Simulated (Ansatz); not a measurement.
# hcp against fcc along the alkaline-earth metals

Theory: DFT, revPBE, plane waves (420 eV) with PAW, scalar-relativistic in Ansatz. (PAW data from PBE, frozen cores regenerated.)

Each structure is relaxed within its symmetry, in the lowest magnetic state of the tried starts. Differences under about 8 meV lie within the error of the k-point mesh.

| element | E(hcp) − E(fcc) (meV/atom) | V(hcp) (Å³/atom) | V(fcc) (Å³/atom) | state of hcp | state of fcc |
| --- | --- | --- | --- | --- | --- |
| Be | -83 | 8.08 | 8.06 | spin not included | spin not included |
| Mg | ? | ? | ? | ? | ? |
| Ca | 5 | 44.19 | 43.93 | spin not included | spin not included |
| Sr | 4 | 57.93 | 57.64 | spin not included | spin not included |
| Ba | -2 | 67.68 | 68.01 | spin not included | spin not included |

Task: Fill in the row of Mg.

Result: E(hcp) − E(fcc) (meV/atom): -13; V(hcp) (Å³/atom): 23.56; V(fcc) (Å³/atom): 23.75; state of hcp: spin not included; state of fcc: spin not included.
